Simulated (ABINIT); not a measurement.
## Beyond one shot: F (C2/m)

How far does self-consistency move the gap of F (C2/m)?

Main program and level: ABINIT 10.8.3; LDA and many-body steps on it, plane waves.

## (1) The structure

It takes space group C2/m (No. 12, monoclinic). The conventional cell has a = 5.301 Å, b = 3.035 Å, c = 7.047 Å, α = 90.00°, β = 107.37°, γ = 90.00°. F has 1 F at 1.41 Å nearest. Nearest to F lie 1 F at 1.41 Å.

The cell and positions are those that the Materials Project relaxed with its own functionals (PBE, PBE+U or r2SCAN), kept fixed.

## (2) Empty states on the mesh, 4×4×2 mesh, 53 bands

This step: ABINIT 10.8.3; DFT, LDA, plane waves, norm-conserving pseudopotentials.

The sums over transitions need many empty states on a uniform mesh; this step solves for them.

File run.abi:

```
acell 3*1.0 Angstrom
rprim 
  2.650494272500 -1.517320773400 0.000000000000
  2.650494272500 1.517320773400 -0.000000000000
  -2.103423892600 -0.000000000000 6.726107507300
ntypat 1
znucl 9
natom 4
typat 1 1 1 1
xred 
  0.504495130000 0.504495130000 0.400850110000
  0.085358160000 0.085358160000 0.098603260000
  0.495504870000 0.495504870000 0.599149890000
  0.914641840000 0.914641840000 0.901396740000
pp_dirpath "pseudos"
pseudos "F.upf"
ecut 36
ngkpt 4 4 2
nshiftk 1
shiftk 0 0 0
kptopt 1
chksymbreak 0
iscf -2
irdden 1
istwfk *1
nband 53
nbdbuf 4
tolwfr 1e-09
nstep 60
prtvol 0
indata_prefix "in"
outdata_prefix "out"
tmpdata_prefix "tmp"
```

Launch:

```
> OMP_NUM_THREADS=1 mpirun -n 8 abinit run.abi > log
```

Numbers of over 12 decimals in the logs are rounded to 6 here.

The log of the run:

```text
.Version 10.8.3 of ABINIT. v10.8.2 released Aug 2026.

 Symmetries : space group C2/m (# 12); Bravais mC (1-face-center monocl.)
[... echo of the input left out ...]
== DATASET  1 ==================================================================
-   mpi_nproc: 8, omp_nthreads: 1 (-1 if OMP is not activated)

--- !DatasetInfo
iteration_state: {dtset: 1, }
dimensions: {natom: 4, nkpt: 14, mband: 53, nsppol: 1, nspinor: 1, nspden: 1, mpw: 3789, }
cutoff_energies: {ecut:  36.0, pawecutdg:  -1.0, }
[...]
0.96509    0.96740    1.02562    1.05816    1.11732    1.12278    1.13453    1.14850
   1.14956    1.22100    1.22577    1.30008    1.30982    1.32233    1.35892    1.38661
   1.43299    1.54562    1.56353    1.57247    1.62848
 prteigrs : prtvol=0 or 1, do not print more k-points.

== END DATASET(S) ==============================================================
================================================================================

 -outvars: echo values of variables after computation  --------
            nband          53
             nkpt          14
          spgroup          12
 [... the other variables as echoed above ...]

 Calculation completed.
```

Wall time 7 s (8 MPI ranks of Arm Neoverse V1, shared host); peak memory 0.61 GiB.

This step gave:

```yaml
gap: 2.161 eV
k_of_the_valence_top: 0.5, 0.5, 0
k_of_the_conduction_bottom: 0, 0, 0
least_direct_gap: 2.236 eV
k_points_computed: 14
lowest_point_of_the_top_converged_band_above_the_valence_top: 43.01 eV
```

On this mesh the gap is 2.161 eV.

The density comes from a self-consistent run that is not shown.

## (3) Screening, 4×4×2 mesh, 49 bands, screening to 106.1 eV

The RPA dielectric matrix is built and inverted for each q.

This step: RPA screening on LDA, plane waves, norm-conserving pseudopotentials.

run.abi: that of step 2 with these lines changed.

```diff
@@ -22,10 +22,11 @@
 chksymbreak 0
-iscf -2
-irdden 1
 istwfk *1
-nband 53
-nbdbuf 4
-tolwfr 1e-09
-nstep 60
-prtvol 0
+occopt 1
+irdwfk 1
+optdriver 3
+nband 49
+ecuteps 3.9
+inclvkb 2
+awtr 1
+symchi 1
 indata_prefix "in"
```

The log of the run:

```text
.Version 10.8.3 of ABINIT. v10.8.2 released Aug 2026.

 Symmetries : space group C2/m (# 12); Bravais mC (1-face-center monocl.)
[... echo of the input left out ...]
== DATASET  1 ==================================================================
-   mpi_nproc: 8, omp_nthreads: 1 (-1 if OMP is not activated)

--- !DatasetInfo
iteration_state: {dtset: 1, }
dimensions: {natom: 4, nkpt: 14, mband: 49, nsppol: 1, nspinor: 1, nspden: 1, mpw: 3789, }
cutoff_energies: {ecut:  36.0, pawecutdg:  -1.0, }
electrons: {nelect:   2.80000000E+01, charge:   0.00000000E+00, occopt:   1.00000000E+00, tsmear:   1.00000000E-02, }

 SCREENING: Calculation of the susceptibility and dielectric matrices

 Based on a program developped by R.W. Godby, V. Olevano, G. Onida, and L. Reining.
 Incorporated in ABINIT by V. Olevano, G.-M. Rignanese, and M. Torrent.
.Using double precision arithmetic ; gwpc =  8

[... cell and pseudopotentials left out ...]
--------------------------------------------------------------------------------

 ==== K-mesh for the wavefunctions ====
 Number of points in the irreducible wedge :    14
[... list of points left out ...]
 Together with  4 symmetry operations and time-reversal symmetry
 yields    32 points in the full Brillouin Zone.

 ==== Q-mesh for the screening function ====
 Number of points in the irreducible wedge :    14
[... list of points left out ...]
 Together with  4 symmetry operations and time-reversal symmetry
 yields    32 points in the full Brillouin Zone.

 setmesh: FFT mesh size selected  =    20x   20x   45
          total number of points  =        18000

 vcoul_init : cutoff-mode = AUXILIARY_FUNCTION
 q-points for optical limit:   1
     1)      0.000010    0.000020    0.000030

- screening: taking advantage of time-reversal symmetry
- Maximum band index for partially occupied states nbvw = 14
- Remaining bands to be divided among processors   nbcw = 35
- Number of bands treated by each node ~4

 Number of electrons calculated from density =   28.0000; Expected =   28.0000
 average of density, n =  0.076694
 r_s =    1.4601
 omega_plasma =   26.7139 [eV]

 calculating chi0 at frequencies [eV] :
  1    0.000000E+00    0.000000E+00
  2    0.000000E+00    2.671390E+01

--------------------------------------------------------------------------------
  q-point number  1        q = ( 0.000000, 0.000000, 0.000000) [r.l.u.]
--------------------------------------------------------------------------------
[... chi0 elements left out ...]
 For q-point:  0.000010 0.000020 0.000030
  dielectric constant =   2.3377
  dielectric constant without local fields =   2.7634

  Average fulfillment of the sum rule on Im[epsilon] for q-point    1 :     37.31  [%]
[... wings left out ...]
  q-point number  2        q = ( 0.250000, 0.000000, 0.000000) [r.l.u.]
--------------------------------------------------------------------------------
[... chi0 elements left out ...]
  Average fulfillment of the sum rule on Im[epsilon] for q-point    2 :     39.73  [%]

 [... 12 further q-points ...]
```

Run time: 10 s. Hardware: 8 MPI ranks; peak memory 1.4 GiB; 80 s of CPU time.

Numbers from this step:

```
ε∞ with local fields, on this mesh, along the program's q direction : 2.338
the same without local fields                                       : 2.763
plasma frequency                                                    : 26.71 eV
plane waves in the screening matrix                                 : 143
```

Local fields lower ε∞ by 15 %. On a Γ-centred mesh this coarse the value itself is usually too large, while a short band sum pulls it down.

## (4) G0W0

The self-energy is evaluated for the states that the input lists, and the levels follow from it, in one-shot runs by the linearised quasiparticle equation.

This step: G0W0 on LDA, plane waves, norm-conserving pseudopotentials.

run.abi: that of step 3 with these lines changed.

```diff
@@ -25,8 +25,17 @@
 irdwfk 1
-optdriver 3
+optdriver 4
 nband 49
+gwcalctyp 0
+ecutsigx 36
+symsigma 1
+nkptgw 2
+kptgw 
+  0.5000000000 0.5000000000 0.0000000000
+  0.0000000000 0.0000000000 0.0000000000
+bdgw 
+  13 16
+  13 16
 ecuteps 3.9
-inclvkb 2
-awtr 1
-symchi 1
+irdscr 1
+ppmodel 1
 indata_prefix "in"
```

The log of the run:

```text
.Version 10.8.3 of ABINIT. v10.8.2 released Aug 2026.

 Symmetries : space group C2/m (# 12); Bravais mC (1-face-center monocl.)
[... echo of the input left out ...]
== DATASET  1 ==================================================================
-   mpi_nproc: 8, omp_nthreads: 1 (-1 if OMP is not activated)

--- !DatasetInfo
iteration_state: {dtset: 1, }
dimensions: {natom: 4, nkpt: 14, mband: 49, nsppol: 1, nspinor: 1, nspden: 1, mpw: 3789, }
cutoff_energies: {ecut:  36.0, pawecutdg:  -1.0, }
electrons: {nelect:   2.80000000E+01, charge:   0.00000000E+00, occopt:   1.00000000E+00, tsmear:   1.00000000E-02, }

 SIGMA: Calculation of the GW corrections

 Based on a program developped by R.W. Godby, V. Olevano, G. Onida, and L. Reining.
 Incorporated in ABINIT by V. Olevano, G.-M. Rignanese, and M. Torrent.
.Using double precision arithmetic ; gwpc =  8

[... cell and pseudopotentials left out ...]
--------------------------------------------------------------------------------

 ==== K-mesh for the wavefunctions ====
 Number of points in the irreducible wedge :    14
[... list of points left out ...]
 Together with  4 symmetry operations and time-reversal symmetry
 yields    32 points in the full Brillouin Zone.

 ==== Q-mesh for screening function ====
 Number of points in the irreducible wedge :    14
[... list of points left out ...]
 Together with  4 symmetry operations and time-reversal symmetry
 yields    32 points in the full Brillouin Zone.

 vcoul_init : cutoff-mode = AUXILIARY_FUNCTION
 q-points for optical limit:   1
     1)      0.000010    0.000020    0.000030
 setmesh: FFT mesh size selected  =    32x   32x   72
          total number of points  =        73728

 Number of electrons calculated from density =   28.0000; Expected =   28.0000
 average of density, n =  0.076694
 r_s =    1.4601
 omega_plasma =   26.7139 [eV]

 === KS Band Gaps ===
  >>>> For spin  1
   Minimum direct gap =   2.2363 [eV], located at k-point      :   0.0000  0.0000  0.0000
   Fundamental gap    =   2.1606 [eV], Top of valence bands at :   0.5000  0.5000  0.0000
                                       Bottom of conduction at :   0.0000  0.0000  0.0000
 SIGMA fundamental parameters:
 PLASMON POLE MODEL  1
 number of plane-waves for SigmaX                 3789
 number of plane-waves for SigmaC and W            143
 number of plane-waves for wavefunctions          3789
 number of bands                                    49
 number of independent spin polarizations            1
 number of spinorial components                      1
 number of k-points in IBZ                          14
 number of q-points in IBZ                          14
 number of symmetry operations                       4
 number of k-points in BZ                           32
 number of q-points in BZ                           32
 number of frequencies for dSigma/dE                 9
 frequency step for dSigma/dE [eV]                0.25
 number of omega for Sigma on real axis              0
 max omega for Sigma on real axis  [eV]           0.00
 zcut for avoiding poles [eV]                     0.10

 EPSILON^-1 parameters (SCR file):
 dimension of the eps^-1 matrix on file            143
 dimension of the eps^-1 matrix used               143
 number of plane-waves for wavefunctions          3789
 number of bands                                    49
 number of q-points in IBZ                          14
 number of frequencies                               2
 number of real frequencies                          1
 number of imag frequencies                          1

 matrix elements of self-energy operator (all in [eV])

 Perturbative Calculation

--- !SelfEnergy_ee
iteration_state: {dtset: 1, }
kpoint     : [   0.500,    0.500,    0.000, ]
spin       : 1
KS_gap     :    2.782
QP_gap     :    8.844
Delta_QP_KS:    6.062
data: !SigmaeeData |
     Band     E0 <VxcDFT>   SigX SigC(E0)      Z dSigC/dE  Sig(E)    E-E0       E
       13  -4.467 -23.136 -31.753   5.676   0.793  -0.261 -25.468  -2.332  -6.799
       14  -4.016 -23.814 -32.373   5.692   0.794  -0.259 -26.091  -2.277  -6.293
       15  -1.234 -23.222 -15.830  -2.648   0.798  -0.253 -19.437   3.785   2.551
       16  -1.102 -23.513 -16.034  -2.682   0.795  -0.259 -19.702   3.812   2.710

--- !SelfEnergy_ee
iteration_state: {dtset: 1, }
kpoint     : [   0.000,    0.000,    0.000, ]
spin       : 1
KS_gap     :    2.236
QP_gap     :    8.057
Delta_QP_KS:    5.821
data: !SigmaeeData |
     Band     E0 <VxcDFT>   SigX SigC(E0)      Z dSigC/dE  Sig(E)    E-E0       E
       13  -4.248 -23.521 -32.131   5.701   0.794  -0.259 -25.831  -2.310  -6.559
       14  -4.092 -23.694 -32.246   5.687   0.793  -0.260 -25.967  -2.273  -6.365
       15  -1.856 -22.068 -15.180  -2.492   0.807  -0.239 -18.520   3.548   1.692
       16  -0.627 -24.210 -16.284  -2.899   0.786  -0.271 -20.257   3.953   3.326

== END DATASET(S) ==============================================================
================================================================================

 -outvars: echo values of variables after computation  --------
           etotal      0.0000000000E+00
            nband          49
             nkpt          14
          spgroup          12
 [... the other variables as echoed above ...]

 Calculation completed.
```

Run time: 2.7 s. Hardware: 8 MPI ranks; peak memory 0.14 GiB.

This step gave:

```
G0W0 gap on the points computed              : 7.985 eV
starting gap on the mesh                     : 2.161 eV
k of the valence top                         : 0.5, 0.5, 0
k of the conduction bottom                   : 0, 0, 0
Z at the valence top                         : 0.794
Z at the conduction bottom                   : 0.807
least direct G0W0 gap on the computed points : 8.057 eV
```

The gap on the mesh goes from 2.16 eV to 7.99 eV, a correction of +5.82 eV.

## (5) evGW0, cycle 1

This step: evGW0 on LDA, plane waves, norm-conserving pseudopotentials.

run.abi: that of step 4 with these lines changed.

```diff
@@ -27,12 +27,36 @@
 nband 49
-gwcalctyp 0
+gwcalctyp 10
 ecutsigx 36
 symsigma 1
-nkptgw 2
+nkptgw 14
 kptgw 
+  0.0000000000 0.0000000000 0.0000000000
+  0.2500000000 0.0000000000 0.0000000000
+  0.5000000000 0.0000000000 0.0000000000
+  0.2500000000 0.2500000000 0.0000000000
+  0.5000000000 0.2500000000 0.0000000000
+  -0.2500000000 0.2500000000 0.0000000000
   0.5000000000 0.5000000000 0.0000000000
-  0.0000000000 0.0000000000 0.0000000000
+  0.0000000000 0.0000000000 0.5000000000
+  0.2500000000 0.0000000000 0.5000000000
+  0.5000000000 0.0000000000 0.5000000000
+  0.2500000000 0.2500000000 0.5000000000
+  0.5000000000 0.2500000000 0.5000000000
+  -0.2500000000 0.2500000000 0.5000000000
+  0.5000000000 0.5000000000 0.5000000000
 bdgw 
-  13 16
-  13 16
+  5 18
+  5 18
+  5 18
+  5 18
+  5 18
+  5 18
+  5 18
+  5 18
+  5 18
+  5 18
+  5 18
+  5 18
+  5 18
+  5 18
 ecuteps 3.9
```

The log of the run:

```text
.Version 10.8.3 of ABINIT. v10.8.2 released Aug 2026.

 Symmetries : space group C2/m (# 12); Bravais mC (1-face-center monocl.)
[... echo of the input left out ...]
== DATASET  1 ==================================================================
-   mpi_nproc: 8, omp_nthreads: 1 (-1 if OMP is not activated)

--- !DatasetInfo
iteration_state: {dtset: 1, }
dimensions: {natom: 4, nkpt: 14, mband: 49, nsppol: 1, nspinor: 1, nspden: 1, mpw: 3789, }
cutoff_energies: {ecut:  36.0, pawecutdg:  -1.0, }
electrons: {nelect:   2.80000000E+01, charge:   0.00000000E+00, occopt:   1.00000000E+00, tsmear:   1.00000000E-02, }

 SIGMA: Calculation of the GW corrections

 Based on a program developped by R.W. Godby, V. Olevano, G. Onida, and L. Reining.
 Incorporated in ABINIT by V. Olevano, G.-M. Rignanese, and M. Torrent.
.Using double precision arithmetic ; gwpc =  8

[... cell and pseudopotentials left out ...]
--------------------------------------------------------------------------------

 ==== K-mesh for the wavefunctions ====
 Number of points in the irreducible wedge :    14
[... list of points left out ...]
 Together with  4 symmetry operations and time-reversal symmetry
 yields    32 points in the full Brillouin Zone.

 ==== Q-mesh for screening function ====
 Number of points in the irreducible wedge :    14
[... list of points left out ...]
 Together with  4 symmetry operations and time-reversal symmetry
 yields    32 points in the full Brillouin Zone.

 vcoul_init : cutoff-mode = AUXILIARY_FUNCTION
 q-points for optical limit:   1
     1)      0.000010    0.000020    0.000030
 setmesh: FFT mesh size selected  =    32x   32x   72
          total number of points  =        73728

 Number of electrons calculated from density =   28.0000; Expected =   28.0000
[...]
spin       : 1
KS_gap     :    3.078
QP_gap     :    9.189
Delta_QP_KS:    6.111
data: !SigmaeeData |
     Band     E_DFT   <VxcDFT>   E(N-1)  <Hhartree>   SigX  SigC[E(N-1)]    Z     dSigC/dE  Sig[E(N)]  DeltaE  E(N)_pert E(N)_diago
[...]
--- !SelfEnergy_ee
iteration_state: {dtset: 1, }
kpoint     : [   0.500,    0.500,    0.500, ]
spin       : 1
KS_gap     :    3.067
QP_gap     :    9.123
Delta_QP_KS:    6.056
data: !SigmaeeData |
     Band     E_DFT   <VxcDFT>   E(N-1)  <Hhartree>   SigX  SigC[E(N-1)]    Z     dSigC/dE  Sig[E(N)]  DeltaE  E(N)_pert E(N)_diago
[...]
17     9.867    -9.232     9.867    19.100    -3.966    -2.782     0.883    -0.132    -7.038     2.194    12.061    12.351
       18    10.134    -9.313    10.134    19.447    -3.912    -2.898     0.875    -0.143    -7.124     2.189    12.323    12.637

 New Fermi energy :       -7.981302E-02 Ha ,   -2.171823E+00 eV

 === QP Band Gaps ===
  >>>> For spin  1
   Minimum direct gap =   9.4976 [eV], located at k-point      :   0.0000  0.0000  0.0000
   Fundamental gap    =   9.4238 [eV], Top of valence bands at :   0.5000  0.5000  0.0000
                                       Bottom of conduction at :   0.0000  0.0000  0.0000

 writing QP data on file : out_QPS

 Convergence of QP corrections
 >>>>> For spin  1 <<<<<
.  kptgw no:  1; Maximum DeltaE = (  -2.250  -0.000) for band index: 12
.  kptgw no:  2; Maximum DeltaE = (  -2.272  -0.000) for band index: 12
.  kptgw no:  3; Maximum DeltaE = (  -2.334  -0.000) for band index: 11
[...]
.  kptgw no: 13; Maximum DeltaE = (  -2.386  -0.000) for band index: 11
.  kptgw no: 14; Maximum DeltaE = (  -2.224  -0.000) for band index: 11

== END DATASET(S) ==============================================================
================================================================================

 -outvars: echo values of variables after computation  --------
           etotal      0.0000000000E+00
            nband          49
             nkpt          14
          spgroup          12
 [... the other variables as echoed above ...]

 Calculation completed.
```

Run time: 46 s. Hardware: 8 MPI ranks; peak memory 2.9 GiB.

This step gave:

* quasiparticle gap on the mesh: 9.424 eV
* gap of the density functional on the mesh: 2.161 eV
* k of the valence top: 0.5, 0.5, 0
* k of the conduction bottom: 0, 0, 0
* Z at the valence top: 0.794
* Z at the conduction bottom: 0.807
* least direct quasiparticle gap on the computed points: 9.498 eV

Against G0W0 in ABINIT (4×4×2 mesh, 49 bands, screening to 106.1 eV, Godby-Needs plasmon pole), the gap moves by +1.439 eV. This first cycle still uses the starting levels; it takes the full correction, at all points of the mesh, and its linearised value is 7.985 eV.

## (6) evGW0, cycle 2

The corrected levels of the last cycle go back in.

run.abi: that of step 5 with these lines changed.

```diff
@@ -64,2 +64,3 @@
 ppmodel 1
+irdqps 1
 indata_prefix "in"
```

The log of the run:

```text
.Version 10.8.3 of ABINIT. v10.8.2 released Aug 2026.

 Symmetries : space group C2/m (# 12); Bravais mC (1-face-center monocl.)
[... echo of the input left out ...]
== DATASET  1 ==================================================================
-   mpi_nproc: 8, omp_nthreads: 1 (-1 if OMP is not activated)

--- !DatasetInfo
iteration_state: {dtset: 1, }
dimensions: {natom: 4, nkpt: 14, mband: 49, nsppol: 1, nspinor: 1, nspden: 1, mpw: 3789, }
cutoff_energies: {ecut:  36.0, pawecutdg:  -1.0, }
[...]
.  kptgw no:  3; Maximum DeltaE = (   0.065  -0.000) for band index: 11
[...]
.  kptgw no: 13; Maximum DeltaE = (   0.070  -0.000) for band index: 11
.  kptgw no: 14; Maximum DeltaE = (   0.057  -0.000) for band index: 11

== END DATASET(S) ==============================================================
================================================================================

 -outvars: echo values of variables after computation  --------
           etotal      0.0000000000E+00
            nband          49
             nkpt          14
          spgroup          12
 [... the other variables as echoed above ...]

 Calculation completed.
```

It took 46 s on 8 MPI ranks; peak memory 2.9 GiB.

Numbers from this step:

```yaml
quasiparticle_gap_on_the_mesh: 9.058 eV
gap_of_the_density_functional_on_the_mesh: 2.161 eV
k_of_the_valence_top: 0.5, 0.5, 0
k_of_the_conduction_bottom: 0, 0, 0
least_direct_quasiparticle_gap_on_the_computed_points: 9.132 eV
```

Against the cycle before, the gap moves by −0.366 eV.

(Continued in part 2 of 3.)

[Paths, hosts, dates, memory and timing lines, banners, echoed tables and standing remarks are left out of the program output.]

[Logs are printed without paths, hosts, clocks, repeated set-up lines and the standing remarks that a program may print on its own settings, such as how far it seeks lower states.]

[Runs of the session that timed out or met a known fault of the program may be left out.]

[Hosts, paths, dates, database ids (printed as entryN), source tags and the programs' standing remarks are cut or masked in the printed files.]

[G0W0 gaps are taken among the corrected bands and points alone; a level outside them can change the order at an edge.]

[Where Ansatz stands beside ABINIT at settings called matched, ABINIT's density can come from a denser mesh and the files from another edition; pairs whose starting gaps differed by over 0.03 eV were left out, so agreement reads better than it is.]
